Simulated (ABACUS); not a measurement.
C:

```xyz
2
Lattice="0.0000 1.7834 1.7834 1.7834 0.0000 1.7834 1.7834 1.7834 0.0000" Properties=species:S:1:pos:R:3 pbc="T T T"
C     0.8917    0.8917    0.8917
C     0.0000    0.0000    0.0000
```

This isn't the form of C at room conditions, which is graphite.

- Program: ABACUS 3.10.1
- Task: relaxation of cell and atoms
- Functional: OLYP
- Potentials or basis: SPMS ONCV 1.0 PBE
- Cutoff: 1116 eV
- Density cutoff: 4463 eV
- Basis: plane waves
- k mesh: 10 × 10 × 10
- Occupations: fermi-dirac, width 0.05 eV
- Spin: no spin polarisation

At the start: pressure -10.3 GPa; volume 5.67 Å³/atom.

Question: How do energy, volume and symmetry change on relaxing?

Answer: Over 10 steps the energy falls by 4.2 meV/atom and the volume is 5.54 Å³/atom (-2.3 %); space group Fd-3m (No. 227, to 0.05 Å).

The path:
| step | energy change (eV) | largest force (eV/Å) | pressure (GPa) | volume (Å³) |
| --- | --- | --- | --- | --- |
| 1 | 0.0000 | 0.0000 | -10.30 | 11.34 |
| 2 | -0.0035 | 0.0000 | -8.01 | 11.28 |
| 3 | -0.0073 | 0.0000 | -3.82 | 11.17 |
| 4 | -0.0081 | 0.0000 | 1.43 | 11.04 |
| 5 | -0.0081 | 0.0000 | 1.35 | 11.04 |
| 6 | -0.0082 | 0.0000 | 1.18 | 11.05 |
| 7 | -0.0082 | 0.0000 | 0.95 | 11.05 |
| 8 | -0.0083 | 0.0000 | 0.66 | 11.06 |
| 9 | -0.0083 | 0.0000 | 0.33 | 11.07 |
| 10 | -0.0083 | 0.0000 | -0.02 | 11.08 |

Final structure:
```xyz
2
Lattice="0.0000 1.7693 1.7693 1.7693 0.0000 1.7693 1.7693 1.7693 0.0000" Properties=species:S:1:pos:R:3 pbc="T T T"
C     0.8847    0.8847    0.8847
C     0.0000    0.0000    0.0000
```

Caveat: the potentials were made for another functional, which shifts forces and pressure.
